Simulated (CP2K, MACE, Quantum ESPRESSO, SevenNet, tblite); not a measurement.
# Counterpoise by hand: twisted h-AlN/h-SiC alternating trilayer, 46.83° (114 atoms), CP2K double zeta, PBE+D3(BJ)

The cell holds 114 atoms (38 Al, 38 N, 19 Si and 19 C). Recipe: h-AlN (a = 3.13 Å) under h-SiC (a = 3.1 Å), alternating trilayer, commensurate cell of 19 unit cells a layer, twist 46.83 deg, both strained to the mean lattice constant; facing planes 3.16, 3.19 Å apart; 14 Å of vacuum; layers as built, displaced by a Gaussian of 0.01 Å.

Calculated with CP2K 2026.2: PBE+D3(BJ); DZVP-UZH, GTH-PBE potentials, 600 Ry; k-points Γ. All runs use one cell and frozen positions; the face is 159.7 Å².

```
                                              run  free energy (eV)
                                       whole cell        -17485.407
                                 lower part alone        -11228.527
                                 upper part alone         -6253.251
lower part, with the upper part's basis functions        -11228.639
upper part, with the lower part's basis functions         -6253.377
```

**Question.** Find the interaction energy per area with and without counterpoise, and the basis set superposition error of each part.

**Working.**

Uncorrected: -17485.407 − (-11228.527) − (-6253.251) = -3.629 eV, or -22.7 meV/Å².

The added functions change the lower part by -11228.639 − (-11228.527) = -0.112 eV and the upper part by -6253.377 − (-6253.251) = -0.126 eV, both downwards, as a larger basis should.

Counterpoise: -17485.407 − (-11228.639) − (-6253.377) = -3.391 eV, or -21.2 meV/Å².

A plane-wave run of the same three cells (Quantum ESPRESSO, PBE+D3(BJ); plane waves, SSSP efficiency, 60/480 Ry; k-points Γ), whose basis doesn't follow the atoms, gives -3.623 eV, or -22.7 meV/Å². The uncorrected value lies 0.0 meV/Å² from it and the corrected one 1.5, on the other side.

Limits: the two programs also differ in potentials, and the geometry isn't a DFT minimum.

[Logs are printed without paths, hosts, clocks, repeated set-up lines and the standing remarks that a program may print on its own settings, such as how far it seeks lower states.]

[Hosts, paths, dates, database ids (printed as entryN), source tags and the programs' standing remarks are cut or masked in the printed files.]
